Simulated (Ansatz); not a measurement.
NbP, 4 atoms in the cell. Symmetry: I4_1md, No. 109, tetragonal system. Conventional cell: a = 3.350 Å, b = 3.350 Å, c = 11.480 Å, α = 90.00°, β = 90.00°, γ = 90.00°. Nb (site symmetry 2mm) has 6 P at 2.55 Å as nearest neighbours. Around P (site symmetry 2mm) lie 6 Nb at 2.55 Å. The cell is a database's computed one.

```yaml
Program: Ansatz 0.2.0
Task: band structure
Functional: LDA
Potentials_or_basis: Ansatz PAW
Cutoff: "420 eV (not typed: the program's choice for these potentials)"
k_mesh: 11 × 11 × 11
Occupations: fermi-dirac, width 0.05 eV
Spin: no spin polarisation
Hubbard_terms: Nb d U = 1 eV
Path: "[[\"G\", \"X\", \"Y\", \"S\", \"G\", \"Z\", \"S1\", \"N\", \"P\", \"Y1\", \"Z\"], [\"X\", \"P\"]]"
Points_for_each_segment_of_the_path: 14
Hubbard_projectors: ortho-atomic (the default)
Double_counting: fll (the default)
```

Potentials or basis: Ansatz PAW.

The run is started by

```sh
$ ansatz run input.yaml --threads 2 --pin off --max-ram 5632MiB --backend cpu --events-out ev --progress --plain --runs-dir out
```

Hardware: 2 threads of Arm Neoverse V1, on a shared host.

Task: How long does it take, and how much memory?

Result: Run time: 24 s on 2 threads of Arm Neoverse V1, with other jobs on the host, peak memory 0.56 GiB. Counts: scf iterations 8, plane waves 1231, k points 126, bands 28.
